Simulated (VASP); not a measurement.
Wanted: the native input for a VASP 6.6.1 run.

| Item | Value |
| --- | --- |
| Task | single point |
| Functional | PBEsol |
| Potentials or basis | VASP PAW PBE potentials, release 64 (Sn_d, O) |
| Cutoff | 520 eV |
| k mesh | 6 × 6 × 6 |
| Occupations | gaussian, width 0.02 eV |
| Spin | non-collinear spin, zero start, spin-orbit coupling |
| Further INCAR settings | ALGO = Normal; EDIFF = 1e-06 |

The structure of SnO2 lies in POSCAR:

```
SnO2
1.0
   -3.2154900000      3.3740300000      3.3739400000
    3.2154900000     -3.3740300000      3.3739400000
    3.2154900000      3.3740300000     -3.3739400000
Sn O
4 8
Direct
    0.0000800000      0.2500800000      0.7500000000
    0.9999200000      0.7499200000      0.2500000000
    0.5000000000      0.5000000000      0.5000000000
    0.5000000000      0.0000000000      0.0000000000
    0.1937400000      0.1937000000      0.4999600000
    0.6937800000      0.7500400000      0.9437400000
    0.1937400000      0.6937800000      0.0000400000
    0.3063000000      0.7500400000      0.5562600000
    0.6937000000      0.2499600000      0.4437400000
    0.3062200000      0.2499600000      0.0562600000
    0.8062600000      0.3062200000      0.9999600000
    0.8062600000      0.8063000000      0.5000400000
```

The cell is a database's computed one.

One way to write it, as run:

INCAR

```
  PREC = Accurate
  ENCUT = 520
  EDIFF = 1E-6
  ISMEAR = 0
  SIGMA = 0.02
  LREAL = False
  LASPH = True
  NELM = 80
  ALGO = Normal
  ISIF = 2
  LWAVE = False
  LCHARG = False
  LNONCOLLINEAR = True
  MAGMOM = 0 0 0 0 0 0 0 0 0 0 0 0 0 0 0 0 0 0 0 0 0 0 0 0 0 0 0 0 0 0 0 0 0 0 0 0
  LORBIT = 11
  LSORBIT = True
  GGA_COMPAT = False
  GGA = PS
```

KPOINTS

```
Automatic mesh
0
Gamma
  6 6 6
```

Potentials or basis: VASP PAW PBE potentials, release 64 (Sn_d, O).

Run with:

```bash
$ cat potpaw_PBE.64/Sn_d/POTCAR potpaw_PBE.64/O/POTCAR > POTCAR
$ mpirun -np 1 vasp_ncl > vasp.out
```

Results of the run:

```yaml
Pressure: 0.2 GPa
Largest_force: 0.004 eV/Å
Net_moment: 0.00 μB per cell
Valence_electrons_inside_the_program's_atomic_spheres: Sn 12.33; O 5.04
```

Caveat: the PAW data sets were made with another functional, which shifts forces and pressure a little.

Run time: 32 min on 1 thread of AMD EPYC 9R14 (Zen 4), with other jobs on the host, peak memory 1.4 GiB.
